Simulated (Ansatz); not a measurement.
# Br: the cost of one run

Method: DFT PBE+D3(BJ), scalar-relativistic, plane waves, PAW, in Ansatz 0.2.0.

15 further runs of the same task are left out: 15 set aside as unsound or not needed.

## 1. The system as given

It takes space group I4/mmm (No. 139, tetragonal). The conventional cell has a = 2.843 Å, b = 2.843 Å, c = 7.106 Å, α = 90.00°, β = 90.00°, γ = 90.00°. Around Br (site symmetry 4/mmm) lie 4 Br at 2.84 Å.

As a file:

```
CELL_PARAMETERS angstrom
-1.42165 1.42165 3.55321
1.42165 -1.42165 3.55321
1.42165 1.42165 -3.55321
ATOMIC_POSITIONS crystal
Br 0.00000 0.00000 0.00000
```

It goes back to an entry of the Materials Project, which need not be the stable form.

This cell was relaxed beforehand with the same method: volume 28.73 Å³/atom, gap on the mesh none (metal).

## 2. Plan of the line

The energy is mapped over the lattice constants a and c of the conventional cell.

First coordinate, lattice constant a (and b): 7 values from 2.701 to 2.986 Å. Second coordinate, lattice constant c: 7 values from 6.083 to 8.130 Å.

Nothing else is relaxed (symmetry fixes all fractional coordinates). Energies count from the relaxed crystal. Points are written as (first, second).

## 3. The run at (2.986 Å, 6.083 Å)

File input.yaml:

```yaml
crystal:
  lattice:
    - [-1.49275, 1.49275, 3.04155]
    - [1.49275, -1.49275, 3.04155]
    - [1.49275, 1.49275, -3.04155]
  atoms:
    - { symbol: Br, position: [0.0, 0.0, 0.0] }
basis:
  ecutwfc: 420
kpoints:
  mp_grid: { grid: [22, 22, 22] }
hamiltonian:
  xc: pbe
  dispersion: d3bj
scf:
  occupations: { method: gaussian, width: 0.15 }
output:
  forces: true
  stress: true
  eigenvalues: true
```

Command:

```console
ansatz run input.yaml --threads 1 --pin off --max-ram 2048MiB --backend cpu --events-out ev --progress --plain --runs-dir out
```

What time and memory should one allow on 1 thread of Intel Xeon 6975P-C (Granite Rapids), shared host?

About 5.5 s, with a peak of 0.52 GiB.
